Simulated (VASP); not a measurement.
Runs of VASP 6.6.1 on Si2Mo. Symmetry: I4/mmm, No. 139, tetragonal system. Conventional cell: a = 3.200 Å, b = 3.200 Å, c = 7.861 Å, α = 90.00°, β = 90.00°, γ = 90.00°. Around Mo (site symmetry 4/mmm) lie 10 Si at 2.62 Å. Si (site symmetry 4mm) is surrounded by 5 Si at 2.61 to 2.63 Å and 5 Mo at 2.62 Å. 

```tsv
task	level	potentials or basis	spin	k mesh	cutoff (eV)	smearing	ladder	mesh quality	gap on the mesh (eV)	pressure (GPa)	V0 of scaled cells (Å³/atom)	B0 (GPa)	largest force (eV/Å)
single point	PBE	VASP PAW PBE potentials, release 64 (Mo_sv_GW, Si_GW)	off	12 × 12 × 12	550	gaussian 0.1 eV	-	not flagged	none	1.9	-	-	(c)
equation of state	PBE	VASP PAW PBE potentials, release 64 (Mo_sv, Si)	off	12 × 12 × 12	520	fermi-dirac 0.05 eV	-	not flagged	-	-	(b)	208	-
single point	PBE	VASP PAW PBE potentials, release 64 (Mo_sv, Si)	off	12 × 12 × 12	520	gaussian 0.02 eV	-	not flagged	none	2.4	-	-	0.27
single point	PBE	VASP PAW PBE potentials, release 64 (Mo_sv_GW, Si_GW)	off	6 × 6 × 6	500	gaussian 0.02 eV	-	coarse	none	1.6	-	-	0.26
single point	PBE	VASP PAW PBE potentials, release 64 (Mo_sv_GW, Si_GW)	off	6 × 6 × 6	450	gaussian 0.02 eV	-	coarse	none	1.7	-	-	0.26
single point	PBE	VASP PAW PBE potentials, release 64 (Mo_sv, Si)	off	12 × 12 × 12	520	fermi-dirac 0.05 eV	-	not flagged	none	2.4	-	-	0.27
single point	PBE	VASP PAW PBE potentials, release 64 (Mo_sv_GW, Si_GW)	off	5 × 5 × 5	500	gaussian 0.02 eV	-	coarse	none	1.7	-	-	0.24
single point	PBEsol	VASP PAW PBE potentials, release 64 (Mo_sv_GW, Si_GW)	off	12 × 12 × 12	550	gaussian 0.05 eV	-	not flagged	none	-2.9	-	-	0.32
single point	PBEsol	VASP PAW PBE potentials, release 64 (Mo_sv, Si)	off	12 × 12 × 12	520	fermi-dirac 0.05 eV	free	not flagged	none	-2.4	-	-	0.32
single point	PBE	VASP PAW PBE potentials, release 64 (Mo_sv_GW, Si_GW)	off	5 × 5 × 5	400	gaussian 0.02 eV	-	coarse	none	2.3	-	-	0.24
equation of state	PBEsol	VASP PAW PBE potentials, release 64 (Mo_sv, Si)	off	12 × 12 × 12	520	fermi-dirac 0.05 eV	free	not flagged	-	-	(a)	222	-
```

Alike in all rows: cell as given.

Problem. Fill in the values left out.

Solution. (a) 13.27; (b) 13.57; (c) 0.28.

Caveats: some runs use coarse meshes; the PAW data sets were made with another functional, which shifts forces and pressure a little (some runs); the cell was scaled at fixed shape and fractional positions, which overstates the stiffness of a crystal with free parameters, most of all of layers and chains (some runs).

A k mesh can miss the band edges, and the runs leave out spin-orbit coupling on Mo.

A gap of «none» marks a metal or a gap under the smearing width.

Not every run made on this cell is shown here.
